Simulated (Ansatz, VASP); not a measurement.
# Cs in VASP and in Ansatz

The input INCAR:

```
SYSTEM = Cs
  PREC = Accurate
  ENCUT = 520
  EDIFF = 1E-8
  ISMEAR = -1
  SIGMA = 0.05
  LREAL = .False.
  LASPH = .True.
  NELM = 100
  ALGO = Normal
  ISIF = 2
  LWAVE = .False.
  LCHARG = .False.
  GGA = PE
  LEFG = .True.
  NBANDS = 46
```

KPOINTS

```
regular mesh
0
Gamma
  3 3 3
  0 0 0
```

File POSCAR:

```
Cs
1.0
   10.4572929000      0.0000000000      0.0000000000
    0.0000000000     10.4572929000      0.0000000000
    0.0000000000      0.0000000000      9.0557989400
Cs
8
Direct
    0.4401390400      0.7462757700      0.0000000000
    0.5598609600      0.2537242300      0.0000000000
    0.7462757700      0.5598609600      0.5000000000
    0.2537242300      0.4401390400      0.5000000000
    0.9401390400      0.7537242300      0.0000000000
    0.0598609600      0.2462757700      0.0000000000
    0.7537242300      0.0598609600      0.5000000000
    0.2462757700      0.9401390400      0.5000000000
```

Input for Ansatz:

```yaml
crystal:
  lattice:
    - [10.4572929, 0.0, 0.0]
    - [0.0, 10.4572929, 0.0]
    - [0.0, 0.0, 9.05579894]
  atoms:
    - { symbol: Cs, position: [0.44013904, 0.74627577, 0.0] }
    - { symbol: Cs, position: [0.55986096, 0.25372423, 0.0] }
    - { symbol: Cs, position: [0.74627577, 0.55986096, 0.5] }
    - { symbol: Cs, position: [0.25372423, 0.44013904, 0.5] }
    - { symbol: Cs, position: [0.94013904, 0.75372423, 0.0] }
    - { symbol: Cs, position: [0.05986096, 0.24627577, 0.0] }
    - { symbol: Cs, position: [0.75372423, 0.05986096, 0.5] }
    - { symbol: Cs, position: [0.24627577, 0.94013904, 0.5] }
kpoints:
  mp_grid: { grid: [3, 3, 3] }
scf:
  occupations: { method: fermi_dirac, width: 0.05 }
hamiltonian:
  xc: pbe
  pseudopotentials: { kind: paw }
output:
  forces: true
  efg:
    quadrupole_moments_barn: { Cs: -0.00343 }
    contact_densities: true
  core_levels: { shells: { Cs: "3d" }, counted_from: fermi_level, add_spin: false }
```

Alike in both runs: task electric field gradients; functional PBE; k mesh 3 × 3 × 3; occupations fermi-dirac, width 0.05 eV; no spin polarisation.

|  | VASP | Ansatz |
| --- | --- | --- |
| version | VASP 6.6.1 | Ansatz 0.2.0 |
| potentials or method | VASP PAW PBE potentials, release 64 (Cs_sv) | plane-wave PAW, scalar-relativistic |
| plane-wave cutoff (eV) | 520 | 420 |
| valence electrons in the cell | 72 | 72 |

|  | VASP | Ansatz | Ansatz less VASP |
| --- | --- | --- | --- |
| rms of the force components (eV/Å) | 0.005 | 0.005 | -0.0001 |
| Vzz of the field gradient on the site that differs most (V/Å²) | -4.8 | -4.9 | -0.09 |

Atom by atom the forces differ by 0.000 eV/Å (rms over components). Ansatz warned: «gradients_without_spin_orbit».

The runs have no spin-orbit coupling, so splittings on Cs are missing.
